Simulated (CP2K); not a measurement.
Crystal: Si.

```
Si
1.0
     4.12095    0.00000    0.00000
    -2.06047    3.56885    0.00000
     0.00000    0.00000    2.65479
Si
2
Direct
  0.33333 0.66667 0.50000
  0.66667 0.33333 0.50000
```

The cell was built by a generator and needn't be a form met in nature.

* Program: CP2K 2026.2
* Task: single point
* Functional: PBE
* Potentials or basis: POTENTIAL_UZH Si GTH-PBE-q4; TZVP-MOLOPT-PBE-GTH basis
* Density cutoff: 6123 eV
* k mesh: 8 × 8 × 10
* Occupations: fermi-dirac, width 0.05 eV
* Spin: no spin polarisation

On this cell: pressure -0.2 GPa; largest force under 0.003 eV/Å; band gap on the k mesh none (metal or under the smearing width).

The same run follows on a disturbed copy (atoms moved at random, drawn with an rms of 0.05 Å):

```xyz
2
Lattice="4.1209 0.0000 0.0000 -2.0605 3.5688 0.0000 0.0000 0.0000 2.6548" Properties=species:S:1:pos:R:3 pbc="T T T"
Si   -0.0232    2.3243    1.3033
Si    2.0743    1.2105    1.3391
```

Question: What changes?

Answer: The energy (extrapolated to zero smearing) moves by +18.9 meV/atom; pressure 0.2 GPa; largest force 0.897 eV/Å; band gap on the k mesh none (metal or under the smearing width).

Forces on the atoms (eV/Å):
```
Si   0.458  0.772  0.007
Si  -0.458 -0.772 -0.007
```

Stress tensor (GPa, compression positive):
```
 4.62  2.07 -0.07
 2.07 -2.80 -0.12
-0.07 -0.12 -1.33
```

Caveats: the basis of atomic orbitals isn't converged, which shifts pressures, moduli and gaps.
